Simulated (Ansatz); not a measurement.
# InAs (F-43m) in Ansatz: further runs

One crystal, InAs, is run at these levels: LDA; tasks: single point, equation of state.

Program: Ansatz 0.2.0. These are calculated values, not measurements. Logs are shortened: lines on timing, memory, paths and dates and some standing lists are left out, and cuts for length are marked.

### 1 The crystal as given

It takes space group F-43m (No. 216, cubic). The conventional cell has a = 6.036 Å, b = 6.036 Å, c = 6.036 Å, α = 90.00°, β = 90.00°, γ = 90.00°. In (site symmetry -43m) is surrounded by 4 As at 2.61 Å. As (site symmetry -43m) has 4 In at 2.61 Å as nearest neighbours.

### 2 Single point, LDA, 25.84 Å³/atom (volume scaled by 0.94)

File input.yaml:

```yaml
crystal:
  lattice:
    - [0.0, 2.9563908761, 2.9563908761]
    - [2.9563908761, 0.0, 2.9563908761]
    - [2.9563908761, 2.9563908761, 0.0]
  atoms:
    - { symbol: In, position: [0.0, 0.0, 0.0] }
    - { symbol: As, position: [0.75, 0.75, 0.75] }
kpoints:
  mp_grid: { grid: [8, 8, 8] }
scf:
  occupations: { method: fermi_dirac, width: 0.05 }
hamiltonian:
  xc: lda
  pseudopotentials: { kind: all_electron, lapw: { basis_error: 0.001 } }
output:
  forces: true
  stress: true
  eigenvalues: true
```

Potentials or basis: all-electron LAPW, scalar-relativistic.

On the command line:

```bash
$ ansatz run input.yaml --threads 1 --pin off --max-ram 3072MiB --backend cpu --events-out ev --progress --plain --runs-dir out
```

Log:

```text
Warning: RAYON_NUM_THREADS=1 ignored (pool sized by the plan → 1); use --threads N
LAPW: plane waves up to 8.848 Å⁻¹, error target 1.0e-3 eV per atom; small_component_spin mean_spin; As in spheres of 1.242 Å, 23 of its electrons in bands, Dirac shells []; In in spheres of 1.318 Å, 21 of its electrons in bands, Dirac shells [] (how accurate: hamiltonian.pseudopotentials.lapw.basis_error, Limitations)
Engine: ansatz 0.2.0, x86_64-unknown-linux-gnu
Pseudopotentials: kind: all_electron
Pseudopotential: In, LAPW, valence charge 21, lapw/all_electron/scalar/gaussian/In, Koelling and Harmon's equation, gaussian nucleus
Pseudopotential: As, LAPW, valence charge 23, lapw/all_electron/scalar/gaussian/As, Koelling and Harmon's equation, gaussian nucleus
Functional definition: SPW92
  exchange = slater_x
  correlation = pw_c
Crystal: 2 atoms, lattice volume = 51.679 Å³
Basis set: ecut = 298.25186736954777 eV, 609 PW (Γ), exchange–correlation at level 2
Bands: 27, of which v1, the nominal top of the filled ones, is band 22 counted from 1 (21 counted from 0)
Symmetry: 24 space group operations
Space group: F-43m (ITA 216), of the structure as read, at distance tolerance 3.7e-5 Å
k-points: 29 of 512 (time reversal used)
Non-local potential: In, projectors of the file, none
Non-local potential: As, projectors of the file, none
Initial density: superposition of atomic densities (chi_scale 0.1, normalization cell, long waves kept (reshape's long-wave potential 0.00 eV rms))
Initial wavefunctions: plane waves of lowest kinetic energy (no species holds an atomic orbital)
Functional: x = slater, c = lda
iter 1 solved again at ethr=1.92e-3 eV; its pass at ethr=1.00e-1 eV (dr2=8.44e-1 eV) is discarded
SCF iter   1: F=—  HF=-221347.731365 eV  |F-HF|=—  |Δ(HF+E_count)|=         —  Δρ=3.05e-2  dr2=8.45e-1  ethr=1.92e-3  ⟨swp⟩=2.0  Hψ=5005  notcnv=0
preconditioner: auto → none  [insulator: Δε(μ)=0.290 eV  Ē_g=15.367 eV  σ=0.050 eV  W_gap=0.88  n_scr=14 (ndim 8)  ℏωp=21.9 eV  f_vac=0.115  D(μ)=0.01/eV (n_scr^D=0)  ε∞_Penn≈3.0]
iter 2 solved again at ethr=9.03e-5 eV; its pass at ethr=1.92e-3 eV (dr2=3.98e-2 eV) is discarded
SCF iter   2: F=—  HF=-221347.434667 eV  |F-HF|=—  |Δ(HF+E_count)|=   2.97e-1  Δρ=9.28e-3  dr2=3.97e-2  ethr=9.03e-5  ⟨swp⟩=2.0  Hψ=3975  notcnv=0
SCF iter   3: F=—  HF=-221347.409719 eV  |F-HF|=—  |Δ(HF+E_count)|=         —  Δρ=4.44e-3  dr2=1.01e-2  ethr=9.03e-5  ⟨swp⟩=2.0  Hψ=2301  notcnv=0
the basis was enlarged: its passes take 91.1 KiB over the memory plan, 1 of 1 planned eigensolver slots
SCF iter   4: F=—  HF=-221347.406490 eV  |F-HF|=—  |Δ(HF+E_count)|=   3.23e-3  Δρ=1.57e-3  dr2=1.32e-3  ethr=2.30e-5  ⟨swp⟩=2.0  Hψ=2157  notcnv=0
SCF iter   5: F=—  HF=-221347.405989 eV  |F-HF|=—  |Δ(HF+E_count)|=   5.01e-4  Δρ=2.71e-4  dr2=3.98e-5  ethr=3.01e-6  ⟨swp⟩=2.0  Hψ=2157  notcnv=0
SCF iter   6: F=—  HF=-221347.405982 eV  |F-HF|=—  |Δ(HF+E_count)|=   6.98e-6  Δρ=4.10e-5  dr2=5.10e-7  ethr=9.04e-8  ⟨swp⟩=2.0  Hψ=2157  notcnv=0
SCF iter   7: F=-221347.405982 eV  HF=-221347.405982 eV  |F-HF|=4.89e-9  |Δ(HF+E_count)|=   2.73e-7  Δρ=5.61e-6  dr2=1.33e-8  ethr=1.16e-9  ⟨swp⟩=2.3  Hψ=2167  notcnv=0
SCF 1 converged in 7 iterations: F = -221347.405982 eV  dr2 = 1.33e-8
SCF converged after 7 iterations
Free energy (F): -221347.405982 eV
Harris-Foulkes:  -221347.405982 eV  (|F-HF|=4.89e-9)
Internal energy: -221347.405466 eV  (E = F + TS)
E sigma→0 (E₀):  -221347.405724 eV
Entropy (-TS):   -0.000516 eV (-0.258 meV/atom)
Fermi energy:    10.463163 eV
--- Per-component energies (eV) ---
  E_band       = -1883.300617
  E_kinetic    = 230588.160402
  E_xc         = -6410.401539
  E_electrostatic = -445525.164329  (all electrons and nuclei)
  E_smearing   = -0.000516  (= −TS)
  E_closure    = 0.000000  (closes the sum)
  E_atoms      = -221338.428622  (free atoms, spherical and without spin; not in F)
  Σ components = -221347.405982   (vs F -221347.405982, Δ=0.00e0)
  Basis errors (estimates in eV, not in F): energy 4.2e-4 per atom: plane waves 3.8e-4 (2.2e-4 summed), levels above the bands 6.6e-76, relativity 5.0e-9, radial functions 3.2e-5, core shells 7.6e-7; eigenvalues (radial functions only) 1.1e-6; not estimated: angular momenta, meshes, grids; target (lapw.basis_error) 1.0e-3; muffin-tin radii As 1.242 Å, In 1.318 Å
--- Forces (eV/Å), atoms counted from 1 ---
  atom   1  In     0.00000000    -0.00000000     0.00000000
  atom   2  As    -0.00000000     0.00000000    -0.00000000
  max |Σ_I F_I| component: 2.78e-17 eV/Å
--- Stress (GPa, compression-positive) ---
        3.946316      -0.000000      -0.000000
       -0.000000       3.946316       0.000000
       -0.000000       0.000000       3.946316
  P = ⅓ Tr σ = 3.9463 GPa (39.463 kbar)
--- Band table (eV; the first three rows and the last of 29) ---
  k-point 0: bands = ["-173.3158", "-117.2321", "-117.2321", "-117.2321", "-104.5364", "-63.1380", "-63.1380", "-63.1380", "-24.8023", "-24.8023", "-24.8023", "-24.7919", "-24.7919", "-4.0804", "-4.0804", "-4.0804", "-3.9205", "-3.9205", "-1.9817", "10.3172", "10.4167", "10.4167", "10.4167", "14.2761", "14.2761", "14.2761", "17.9381"]
  k-point 1: bands = ["-173.3158", "-117.2321", "-117.2321", "-117.2321", "-104.5364", "-63.1380", "-63.1380", "-63.1380", "-24.8023", "-24.8022", "-24.8022", "-24.7918", "-24.7918", "-4.1101", "-4.0728", "-4.0728", "-3.9208", "-3.9208", "-1.7967", "8.4681", "10.1980", "10.1980", "11.5813", "14.4664", "14.5838", "14.5838", "18.8107"]
  k-point 2: bands = ["-173.3158", "-117.2321", "-117.2321", "-117.2321", "-104.5364", "-63.1381", "-63.1380", "-63.1380", "-24.8024", "-24.8021", "-24.8021", "-24.7917", "-24.7917", "-4.1741", "-4.0566", "-4.0566", "-3.9194", "-3.9194", "-1.2918", "6.5061", "9.7744", "9.7744", "11.6651", "15.0437", "15.0437", "15.6580", "18.7081"]
  k-point 28: bands = ["-173.3158", "-117.2321", "-117.2321", "-117.2321", "-104.5364", "-63.1381", "-63.1381", "-63.1380", "-24.8023", "-24.8023", "-24.8016", "-24.7918", "-24.7914", "-4.2940", "-4.0155", "-3.9861", "-3.9413", "-3.9113", "0.4075", "4.3468", "7.1438", "7.2033", "14.6520", "14.8209", "15.4688", "16.4285", "20.5912"]
```

Run time: 14 s. Hardware: 1 thread of AMD EPYC 7R43 (Zen 3), shared host; peak memory 0.33 GiB.

Results:

```yaml
Free_energy: -221347.4060 eV
Pressure: 3.9 GPa
Band_gap_on_the_k_mesh: none (metal or under the smearing width)
```

### 3 Single point, LDA, 26.39 Å³/atom (volume scaled by 0.96)

Changes to input.yaml since step 2:

```diff
@@ -2,5 +2,5 @@
   lattice:
-    - [0.0, 2.9563908761, 2.9563908761]
-    - [2.9563908761, 0.0, 2.9563908761]
-    - [2.9563908761, 2.9563908761, 0.0]
+    - [0.0, 2.9772112161, 2.9772112161]
+    - [2.9772112161, 0.0, 2.9772112161]
+    - [2.9772112161, 2.9772112161, 0.0]
   atoms:
```

Potentials or basis: all-electron LAPW, scalar-relativistic.

On the command line:

```bash
$ ansatz run input.yaml --threads 1 --pin off --max-ram 3072MiB --backend cpu --events-out ev --progress --plain --runs-dir out
```

Run time: 13 s. Hardware: 1 thread of AMD EPYC 7R43 (Zen 3), shared host; peak memory 0.34 GiB.

It converged, with:

```yaml
Free_energy: -221347.4276 eV
Pressure: 2.4 GPa
Band_gap_on_the_k_mesh: none (metal or under the smearing width)
```

### 4 Single point, LDA, 26.94 Å³/atom (volume scaled by 0.98)

Changes to input.yaml since step 3:

```diff
@@ -2,5 +2,5 @@
   lattice:
-    - [0.0, 2.9772112161, 2.9772112161]
-    - [2.9772112161, 0.0, 2.9772112161]
-    - [2.9772112161, 2.9772112161, 0.0]
+    - [0.0, 2.9977443561, 2.9977443561]
+    - [2.9977443561, 0.0, 2.9977443561]
+    - [2.9977443561, 2.9977443561, 0.0]
   atoms:
```

On the command line:

```bash
$ ansatz run input.yaml --threads 1 --pin off --max-ram 3072MiB --backend cpu --events-out ev --progress --plain --runs-dir out
```

Run time: 13 s. Hardware: 1 thread of AMD EPYC 7R43 (Zen 3), shared host; peak memory 0.34 GiB.

Results (log left out):

* Free energy: -221347.4390 eV
* Pressure: 1.0 GPa
* Band gap on the k mesh: none (metal or under the smearing width)

### 5 Single point, LDA, 27.49 Å³/atom

Changes to input.yaml since step 4:

```diff
@@ -2,5 +2,5 @@
   lattice:
-    - [0.0, 2.9977443561, 2.9977443561]
-    - [2.9977443561, 0.0, 2.9977443561]
-    - [2.9977443561, 2.9977443561, 0.0]
+    - [0.0, 3.018, 3.018]
+    - [3.018, 0.0, 3.018]
+    - [3.018, 3.018, 0.0]
   atoms:
```

On the command line:

```bash
$ ansatz run input.yaml --threads 1 --pin off --max-ram 3072MiB --backend cpu --events-out ev --progress --plain --runs-dir out
```

Run time: 12 s. Hardware: 1 thread of AMD EPYC 7R43 (Zen 3), shared host; peak memory 0.33 GiB.

The run converged. Its results:

```yaml
Free_energy: -221347.4413 eV
Pressure: -0.3 GPa
Band_gap_on_the_k_mesh: none (metal or under the smearing width)
```

### 6 Single point, LDA, 28.04 Å³/atom (volume scaled by 1.02)

Changes to input.yaml since step 5:

```diff
@@ -2,5 +2,5 @@
   lattice:
-    - [0.0, 3.018, 3.018]
-    - [3.018, 0.0, 3.018]
-    - [3.018, 3.018, 0.0]
+    - [0.0, 3.0379873375, 3.0379873375]
+    - [3.0379873375, 0.0, 3.0379873375]
+    - [3.0379873375, 3.0379873375, 0.0]
   atoms:
```

Potentials or basis: all-electron LAPW, scalar-relativistic.

On the command line:

```bash
$ ansatz run input.yaml --threads 1 --pin off --max-ram 3072MiB --backend cpu --events-out ev --progress --plain --runs-dir out
```

It took 12 s on 1 thread of AMD EPYC 7R43 (Zen 3), shared host; peak memory 0.33 GiB.

The run converged. Its results:

| Property | Result |
| --- | --- |
| Free energy | -221347.4356 eV |
| Pressure | -1.4 GPa |
| Band gap on the k mesh | none (metal or under the smearing width) |

### 7 Single point, LDA, 28.59 Å³/atom (volume scaled by 1.04)

Changes to input.yaml since step 6:

```diff
@@ -2,5 +2,5 @@
   lattice:
-    - [0.0, 3.0379873375, 3.0379873375]
-    - [3.0379873375, 0.0, 3.0379873375]
-    - [3.0379873375, 3.0379873375, 0.0]
+    - [0.0, 3.0577150807, 3.0577150807]
+    - [3.0577150807, 0.0, 3.0577150807]
+    - [3.0577150807, 3.0577150807, 0.0]
   atoms:
```

On the command line:

```bash
$ ansatz run input.yaml --threads 1 --pin off --max-ram 3072MiB --backend cpu --events-out ev --progress --plain --runs-dir out
```

Run time: 14 s. Hardware: 1 thread of AMD EPYC 7R43 (Zen 3), shared host; peak memory 0.33 GiB.

It converged, with:

```
Free energy            : -221347.4226 eV
Pressure               : -2.4 GPa
Band gap on the k mesh : none (metal or under the smearing width)
```

### 8 Single point, LDA, 29.14 Å³/atom (volume scaled by 1.06)

Changes to input.yaml since step 7:

```diff
@@ -2,5 +2,5 @@
   lattice:
-    - [0.0, 3.0577150807, 3.0577150807]
-    - [3.0577150807, 0.0, 3.0577150807]
-    - [3.0577150807, 3.0577150807, 0.0]
+    - [0.0, 3.0771914981, 3.0771914981]
+    - [3.0771914981, 0.0, 3.0771914981]
+    - [3.0771914981, 3.0771914981, 0.0]
   atoms:
```

On the command line:

```bash
$ ansatz run input.yaml --threads 1 --pin off --max-ram 3072MiB --backend cpu --events-out ev --progress --plain --runs-dir out
```

It took 13 s on 1 thread of AMD EPYC 7R43 (Zen 3), shared host; peak memory 0.34 GiB.

Results (log left out):

```yaml
Free_energy: -221347.4032 eV
Pressure: -3.3 GPa
Band_gap_on_the_k_mesh: none (metal or under the smearing width)
```

### 9 Equation of state, LDA

Potentials or basis: all-electron LAPW, scalar-relativistic.

No new run: the results of the series are fitted here.

Results:

| Item | Value |
| --- | --- |
| Equilibrium volume | 27.36 Å³/atom |
| Bulk modulus | 60 GPa |
| Pressure derivative of the bulk modulus | 4.7 |

Energy against volume, from the lowest point:
```
volume (Å³/atom)  energy (meV/atom)
          25.840              17.68
          26.389               6.88
          26.939               1.18
          27.489               0.00
          28.039               2.88
          28.588               9.37
          29.138              19.05
```
